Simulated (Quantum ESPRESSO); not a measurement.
**Hf in Quantum ESPRESSO: the effect of target pressure**

Crystal: Hf.

```
Hf
1.0
     3.19670    0.00000    0.00000
    -1.59835    2.76842    0.00000
     0.00000    0.00000    5.05780
Hf
2
Cartesian
  1.5984 0.9228 3.7934
  0.0000 1.8456 1.2645
```

Alike in all runs:

```yaml
Program: Quantum ESPRESSO 7.5
Task: relaxation of cell and atoms
Functional: PBEsol
Potentials_or_basis: SSSP 1.3 efficiency PBE
Cutoff: 939 eV
Density_cutoff: 3755 eV
k_mesh: 10 × 10 × 5
Occupations: fermi-dirac, width 0.05 eV
Spin: no spin polarisation
```

Each run relaxes the cell or the atoms first.

One run gave: relaxed volume 17.95 Å³/atom. Which target pressure did it use?
A. 30 GPa
B. 10 GPa
C. 0 GPa
D. 5 GPa
E. 20 GPa

A.

| target pressure | relaxed volume (Å³/atom) |
| --- | --- |
| 0 GPa | 21.70 |
| 2 GPa | 21.33 |
| 5 GPa | 20.83 |
| 10 GPa | 20.09 |
| 20 GPa | 18.90 |
| 30 GPa | 17.95 |

Caveats: the potentials were made for another functional, which shifts forces and pressure; the volume moved by over 15 % at a fixed basis, so the end points are rough (some runs).
